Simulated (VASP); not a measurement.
Set up this calculation in VASP 6.6.1, as the native input.

```
Task                   : relaxation of cell and atoms
Functional             : PBE
Potentials or basis    : VASP PAW PBE potentials, release 64 (Ni, Si)
Cutoff                 : 600 eV
k mesh                 : 6 × 6 × 5
Occupations            : fermi-dirac, width 0.05 eV
Spin                   : collinear spin, ferromagnetic start
Starting moments       : [1.0, 1.0, 1.0, 1.0, 0.0, 0.0] μB
Target pressure        : 2 GPa
Further INCAR settings : ALGO = Fast; EDIFF = 1e-07; IBRION = 2; EDIFFG = -0.02; NSW = 40; ISIF = 3
Target pressure        : 2 GPa
```

The structure of SiNi2 lies in POSCAR:

```
SiNi2
1.0
    3.8360000000      0.0000000000      0.0000000000
   -1.9180000000      3.3220734489      0.0000000000
    0.0000000000      0.0000000000      4.9480000000
Ni Si
4 2
Direct
    0.6666666667      0.3333333333      0.7500000000
    0.3333333333      0.6666666667      0.2500000000
    0.0000000000      0.0000000000      0.5000000000
    0.0000000000      0.0000000000      0.0000000000
    0.6666666667      0.3333333333      0.2500000000
    0.3333333333      0.6666666667      0.7500000000
```

The input as run:

INCAR

```
SYSTEM = SiNi2
PREC = Accurate
ENCUT = 600
EDIFF = 1E-7
ISMEAR = -1
SIGMA = 0.05
LREAL = .False.
LASPH = .True.
NELM = 120
ALGO = Fast
ISIF = 3
LWAVE = .False.
LCHARG = .False.
ISPIN = 2
MAGMOM = 1 1 1 1 0 0
LORBIT = 11
LMAXMIX = 4
GGA = PE
IBRION = 2
NSW = 40
EDIFFG = -0.02
PSTRESS = 20
```

KPOINTS

```
regular mesh
0
Gamma
  6 6 5
  0 0 0
```

Potentials or basis: VASP PAW PBE potentials, release 64 (Ni, Si).

Command:

```sh
$ cat potpaw_PBE.64/Ni/POTCAR potpaw_PBE.64/Si/POTCAR > POTCAR
$ mpirun -np 1 vasp_std > vasp.out
```

It gave:

```json
{"Relaxed volume": "10.91 Å³/atom", "Relaxed cell": "a = 3.899 Å, b = 3.899 Å, c = 4.971 Å, α = 90.00°, β = 90.00°, γ = 120.00°", "Space group after relaxing (to 0.05 Å)": "P6_3/mmc (No. 194)", "Energy change on relaxing (the enthalpy is what falls)": "-17.5 meV/atom", "Ionic steps": "5", "Pressure after relaxing": "2.1 GPa", "Band gap on the k mesh": "none (metal or under the smearing width)", "Net moment": "0.00 μB per cell", "Valence electrons inside the program's atomic spheres": "Ni 9.63, 9.40; Si 1.59"}
```

Caveat: the cell is relaxed towards a set pressure, so the enthalpy falls and the energy may rise.

Wall time 3.3 min on 1 thread of Intel(R) Xeon(R) 6975P-C (Granite Rapids), with other jobs on the host, peak memory 0.27 GiB.
